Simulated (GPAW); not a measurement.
# In (I4/mmm) in GPAW: equation of state

How stiff is In in PBE, and what volume does it want? The cell is scaled to several volumes.

All numbers are computed with GPAW 26.7.0; they aren't measurements. Logs are shortened: lines on timing, memory, paths and dates and some standing lists are left out, and cuts for length are marked. The log counts tension as positive stress, the text compression.

## Step 1: The crystal as given

The structure is tetragonal, space group I4/mmm (No. 139). The conventional cell has a = 3.251 Å, b = 3.251 Å, c = 4.947 Å, α = 90.00°, β = 90.00°, γ = 90.00°. Around In (site symmetry 4/mmm) lie 12 In at 3.25 to 3.38 Å.

## Step 2: Equation of state, PBE

run.py

```python
from ase import Atoms
from ase.eos import EquationOfState
from ase.io import Trajectory
from ase.units import GPa
from gpaw import GPAW, PW

atoms = Atoms(['In'],
              cell=[[-1.62547, 1.62547, 2.4737],
                    [1.62547, -1.62547, 2.4737],
                    [1.62547, 1.62547, -2.4737]],
              scaled_positions=[[0.0, 0.0, 0.0]],
              pbc=True)

traj = Trajectory('eos.traj', 'w')
volumes, energies = [], []
for x in [0.94, 0.96, 0.98, 1.0, 1.02, 1.04, 1.06]:
    a = atoms.copy()
    a.set_cell(atoms.cell * x**(1 / 3), scale_atoms=True)
    calc = GPAW(mode=PW(600),
                xc='PBE',
                kpts={'size': (11, 11, 11), 'gamma': True},
                occupations={'name': 'fermi-dirac', 'width': 0.05},
                nbands=14,
                convergence={'density': 1e-05, 'energy': 1e-05},
                maxiter=150,
                txt=f'eos-{x:.2f}.txt')
    a.calc = calc
    energies.append(a.get_potential_energy(force_consistent=True))
    volumes.append(a.get_volume())
    p = -a.get_stress()[:3].mean() / GPa
    calc.write(f'eos-{x:.2f}.gpw')
    traj.write(a)
    print(f'{x:.2f} {volumes[-1]:10.4f} A^3 {energies[-1]:14.6f} eV {p:9.3f} GPa', flush=True)

v0, e0, B = EquationOfState(volumes, energies, eos='birchmurnaghan').fit()
print(f'V0 = {v0:.4f} A^3, E0 = {e0:.6f} eV, B0 = {B / GPa:.2f} GPa')
```

Potentials or basis: GPAW PAW data sets (gpaw-data 1.2.1), pw.

Started as:

```sh
OMP_NUM_THREADS=1 python run.py
```

The log of the run:

```text
__  _  _
 | _ |_)|_||  |
 |__||  | ||/\| - 26.7.0

Input parameters:
  mode=PW(ecut=600.0),
  convergence={'density': 1e-05, 'energy': 1e-05},
  kpts=MonkhorstPack(size=(11, 11, 11), gamma=True),
  maxiter=150,
  nbands=14,
  occupations=Occupations(name='fermi-dirac', width=0.05),
  xc=XC(name='PBE')

Diagonalizing LCAO Hamiltonian
Converting LCAO to pw mode

       In

Atoms  # Å, Bohr magnetons
|   | symbol |        x |        y |        z |    initial magnetic moments |
|---|--------|----------|----------|----------|-----------------------------|
| 0 |     In | 0.000000 | 0.000000 | 0.000000 | ( 0.0000,  0.0000,  0.0000) |

Unit cell  # Å
| periodic |         x |         y |         z |  lengths |     angles |
|----------|-----------|-----------|-----------|----------|------------|
|      yes | -1.592288 |  1.592288 |  2.423202 | 3.307971 | 122.452932 |
|      yes |  1.592288 | -1.592288 |  2.423202 | 3.307971 | 122.452932 |
|      yes |  1.592288 |  1.592288 | -2.423202 | 3.307971 |  85.801437 |

Number of symmetries: 16
Symmetry operations  # r_c * U_cc + t_c -> r_c
|    | kind |            matrix            |
|----|------|------------------------------|
|  0 |  σ   |  1, 1, 1,  0, 0,-1,  0,-1, 0 |
|  1 |  C4  |  1, 1, 1,  0, 0,-1, -1, 0, 0 |
|  2 |  E   |  1, 0, 0,  0, 1, 0,  0, 0, 1 |
|  3 |  σ   |  1, 0, 0,  0, 1, 0, -1,-1,-1 |
|  4 |  σ   |  0, 1, 0,  1, 0, 0,  0, 0, 1 |
|  5 |  C2  |  0, 1, 0,  1, 0, 0, -1,-1,-1 |
|  6 |  C2  |  0, 0, 1, -1,-1,-1,  1, 0, 0 |
|  7 |  S4  |  0, 0, 1, -1,-1,-1,  0, 1, 0 |
|  8 |  C4  |  0, 0,-1,  1, 1, 1,  0,-1, 0 |
|  9 |  σ   |  0, 0,-1,  1, 1, 1, -1, 0, 0 |
| 10 |  σ   |  0,-1, 0, -1, 0, 0,  1, 1, 1 |
| 11 |  C2  |  0,-1, 0, -1, 0, 0,  0, 0,-1 |
| 12 |  C2  | -1, 0, 0,  0,-1, 0,  1, 1, 1 |
| 13 |  i   | -1, 0, 0,  0,-1, 0,  0, 0,-1 |
| 14 |  S4  | -1,-1,-1,  0, 0, 1,  1, 0, 0 |
| 15 |  C2  | -1,-1,-1,  0, 0, 1,  0, 1, 0 |

BZ-sampling:
  Number of BZ points: 1331
  Number of IBZ points: 126

  Monkhorst-Pack size: [11, 11, 11]
  Monkhorst-Pack shift: [0, 0, 0]

K-points  # in reciprocal-cell coordinates
|     |                                coordinates |     weight |
|-----|--------------------------------------------|------------|
|   0 | (  0.00000000,   0.00000000,   0.00000000) | 0.00075131 |
|   1 | (  0.09090909,  -0.09090909,   0.00000000) | 0.00300526 |
|   2 | (  0.09090909,  -0.09090909,   0.09090909) | 0.00300526 |
|   3 | (  0.09090909,   0.00000000,   0.00000000) | 0.00601052 |
|   4 | (  0.09090909,   0.09090909,  -0.09090909) | 0.00150263 |
|   5 | (  0.18181818,  -0.18181818,   0.00000000) | 0.00300526 |
|   6 | (  0.18181818,  -0.18181818,   0.09090909) | 0.00601052 |
|   7 | (  0.18181818,  -0.18181818,   0.18181818) | 0.00300526 |
|   8 | (  0.18181818,  -0.09090909,   0.00000000) | 0.01202104 |
|   9 | (  0.18181818,  -0.09090909,   0.09090909) | 0.00601052 |
| ... |                                            |            |
| 125 | (  0.45454545,   0.45454545,   0.45454545) | 0.00601052 |

Plane wave coefficients: 839
Cutoff: 600.0 eV

Spin-components: 1 (collinear spins)
Bands:           14
Projectors:      6
Spin-degeneracy: 2
Datatype:        complex128

Density:
  Valence electrons: 13.0
  Components: 1
  Grid points: [20 20 20]
  Charge: 0.0  # |e|

Potential:
  Grid points: [20 20 20]

species:
  In:
    name:    Indium
    Z:       49.0
    valence: 13
    core:    36
    charge:  0.0  # [|e|]
    compensation charges:
      type: gauss
      rc: 0.36  # [Å]
      lmax: 2
    cutoffs:
      filter: 2.09  # [Å]
      core: 2.48  # [Å]
    projectors
    | kind |    occ | energy [eV] | rcut [Å] |
    |------|--------|-------------|----------|
    |   5s |  2.000 |      -8.203 |    1.185 |
    |   5p |  1.000 |      -2.521 |    1.244 |
    |   4d | 10.000 |     -18.629 |    1.148 |
    |    s |        |      19.008 |    1.185 |
    |    p |        |      24.691 |    1.244 |
    |    d |        |       8.583 |    1.148 |

    Using partial waves for In as LCAO basis

Reference energy: -159975.419660  # eV

eigensolver:
  PPCG
  Converge bands: occupied
  niter=2

density mixing:
  MSR1-Mixer
  Pratt-step length: 0.05
  Maximum mixing coefficient: 0.75
  Old densities: 10
  SVD Regularization: 0.005
  Good broyden scale: 1.0
  Trust region scale: 1.0
  Backstep threshold: 4.0
  History deletion threshold: 6.0
  Fourier metric: weight=20.0, sigma=0.015

occupation numbers:
  Fermi-Dirac:
    width: 0.0500  # eV

poisson solver:
  ecut: 4800.0  # eV

xc functional:
  name: PBE with 2 nearest neighbor stencil

convergence criteria:
- Maximum integral of absolute [dens]ity change: 1e-05 electrons / valence electron
- Maximum [total energy] change in last 3 cyles: 1e-05 eV / valence electron
- Maximum integral of absolute [eigenst]ate change: 4e-08 eV^2 / valence electron
maximum number of iterations: 150

SCF iterations
|iter     | |      energy | eigst |  dens |
|---------|-|-------------|-------|-------|
|iter:   1| |   -2.774524 | -0.40 |       |
|iter:   2| |   -2.770530 | -2.40 | -1.56 |
|iter:   3| |   -2.741009 | -2.64 | -1.59 |
|iter:   4| |   -2.740727 | -3.62 | -2.06 |
|iter:   5| |   -2.740897 | -4.28 | -2.59 |
|iter:   6| |   -2.740901 | -6.13 | -3.68 |
|iter:   7| |   -2.740902c| -6.95 | -4.19 |
|iter:   8| |   -2.740902c| -8.13c| -5.26c|

Converged in 8 steps
Energy contributions relative to reference atoms: (reference = -159975.419660)

Energy contributions:
  Kinetic:          13.322293
  Coulomb:         -11.842596
  Zero:              0.167391
  External:          0.000000
  Xc:               -4.386302
  Entropy:          -0.003374
  Spinorbit:         0.000000
  ----------------------------
  Free energy:      -2.742589
  Extrapolated:     -2.740902

dipole moment: (-5.380250, -5.380250, -8.187863)  # |e|*Ang

Fermi level: 7.721
Eigenvalues  # (at kpt = [0.000, 0.000, 0.000])
| band index |      eig [eV] | occ [0-2] |
|------------|---------------|-----------|
|          0 |        -7.026 |     2.000 |
|          1 |        -6.901 |     2.000 |
|          2 |        -6.901 |     2.000 |
|          3 |        -6.802 |     2.000 |
|          4 |        -6.679 |     2.000 |
|          5 |        -2.312 |     2.000 |
|          6 |        18.765 |     0.000 |
|          7 |        18.765 |     0.000 |
|          8 |        18.962 |     0.000 |
|          9 |        19.462 |     0.000 |
|         10 |        22.174 |     0.000 |
|         11 |        22.269 |     0.000 |
|         12 |        22.269 |     0.000 |
|         13 |        23.508 |     0.000 |

No gap
No difference between direct/indirect transitions

Stress tensor  # eV/Ang^3
|         x |         y |         z |
|-----------|-----------|-----------|
| -0.032182 |  0.000000 |  0.000000 |
|  0.000000 | -0.032182 |  0.000000 |
|  0.000000 |  0.000000 | -0.027035 |

# Writing to eos-0.94.gpw (mode='')
```

stdout:

```text
0.94    24.5750 A^3      -2.742589 eV     4.881 GPa
0.96    25.0978 A^3      -2.756740 eV     3.680 GPa
0.98    25.6207 A^3      -2.767197 eV     2.619 GPa
1.00    26.1436 A^3      -2.774391 eV     1.681 GPa
1.02    26.6664 A^3      -2.778696 eV     0.848 GPa
1.04    27.1893 A^3      -2.780427 eV     0.107 GPa
1.06    27.7122 A^3      -2.779879 eV    -0.552 GPa
V0 = 27.3169 A^3, E0 = -2.780492 eV, B0 = 35.37 GPa
```

Wall time 45 s (1 thread of AMD EPYC 9R45 (Zen 5), shared host); peak memory 0.3 GiB.

What came out:

| Item | Value |
| --- | --- |
| Equilibrium volume | 27.32 Å³/atom |
| Bulk modulus at fixed shape and positions | 35 GPa |
| Pressure derivative of the bulk modulus | 5.3 |

Energy against volume, from the lowest point:
| volume (Å³/atom) | energy (meV/atom) |
| --- | --- |
| 24.575 | 37.84 |
| 25.098 | 23.69 |
| 25.621 | 13.23 |
| 26.144 | 6.04 |
| 26.666 | 1.73 |
| 27.189 | 0.00 |
| 27.712 | 0.55 |

Caveat: the cell was scaled at fixed shape and fractional positions, which overstates the stiffness of a crystal with free parameters, most of all of layers and chains.
